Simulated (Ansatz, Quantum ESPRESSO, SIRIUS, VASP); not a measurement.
**MoS2: programs and potentials compared**

```xyz
6
Lattice="3.1690 0.0000 0.0000 -1.5845 2.7444 0.0000 0.0000 0.0000 12.3240" Properties=species:S:1:pos:R:3 pbc="T T T"
Mo    1.5845    0.9148    9.2430
Mo    0.0000    1.8296    3.0810
S     1.5845    0.9148    4.6461
S     0.0000    1.8296   10.8081
S     1.5845    0.9148    1.5159
S     0.0000    1.8296    7.6779
```

Alike in all runs: task band structure; functional PBE; k mesh 10 × 10 × 3; occupations fermi-dirac, width 0.05 eV; no spin polarisation; no spin-orbit coupling. Pressure is positive in compression and, in plane waves, holds the error of the finite cutoff, which Ansatz's Pulay term estimates and takes out. Gaps are the smaller of the mesh's and the band path's.

```csv
program and potentials,plane-wave cutoff (eV),notes,band gap (eV),pressure (GPa),largest force (eV/Å)
"Ansatz, Ansatz PAW",420,-,0.88,1.99,0.065
"VASP, PBE PAW files Mo_sv, S, 520 eV",520,-,?,?,?
"Quantum ESPRESSO, SSSP 1.3 efficiency PBE",816,-,0.88,1.91,0.066
"Quantum ESPRESSO, SG15 PBE 1.2",952,-,0.88,2.15,-
"SIRIUS, all-electron FP-LAPW (Koelling-Harmon valence), apw+lo standard",-,-,0.88,-,0.077
"SIRIUS, all-electron FP-LAPW (ZORA valence), apw+lo standard",-,-,0.88,-,0.077
"Ansatz, Ansatz PAW (files of its older set among them)",640,-,0.89,2.01,0.064
```

Task: Estimate from the other rows what the run with VASP, PBE PAW files Mo_sv, S, 520 eV gave.

Result: Band gap 0.89 eV; pressure 1.85 GPa; largest force 0.078 eV/Å. The other rows, which needn't bracket it: band gap 0.88 to 0.89; pressure 1.91 to 2.15; largest force 0.064 to 0.077.
